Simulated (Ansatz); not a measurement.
# Ca: the cost of one run

Computed with Ansatz 0.2.0 (DFT PBE, scalar-relativistic, plane waves, PAW, unless a step's input says otherwise).

### 1 Starting point

The structure is orthorhombic, space group Immm (No. 71). The conventional cell has a = 4.193 Å, b = 4.203 Å, c = 4.891 Å, α = 90.00°, β = 90.00°, γ = 90.00°. Ca (site symmetry mmm) has 12 Ca at 3.85 to 4.20 Å as nearest neighbours.

As a file:

```xyz
1
Lattice="-2.0965 2.1017 2.4454 2.0965 -2.1017 2.4454 2.0965 2.1017 -2.4454" Properties=species:S:1:pos:R:3 pbc="T T T"
Ca    0.0000    0.0000    2.4454
```

This is candidate A: structure listed in a database for this formula (Immm, No. 71).

(A quick probe on a coarse mesh, which set the mesh and smearing, is not shown.)

### 3 Relaxing cell and atoms (candidate A)

input.yaml

```yaml
crystal:
  lattice:
    - [-2.09648746, 2.10173181, 2.44535246]
    - [2.09648746, -2.10173181, 2.44535246]
    - [2.09648746, 2.10173181, -2.44535246]
  atoms:
    - { symbol: Ca, position: [0.5, 0.5, 0.0] }
basis:
  ecutwfc: 420
kpoints:
  mp_grid: { grid: [14, 14, 14] }
hamiltonian:
  xc: pbe
scf:
  occupations: { method: gaussian, width: 0.1 }
output:
  forces: true
  stress: true
  eigenvalues: true
relax:
  adjacent_minimum: "off"
  f_tol: 0.01
  max_steps: 80
  cell: { stress_tol: 0.05 }
```

What time and memory should one allow on 1 thread of an x86-64 CPU, shared host?

About 38 s, with a peak of 0.55 GiB.
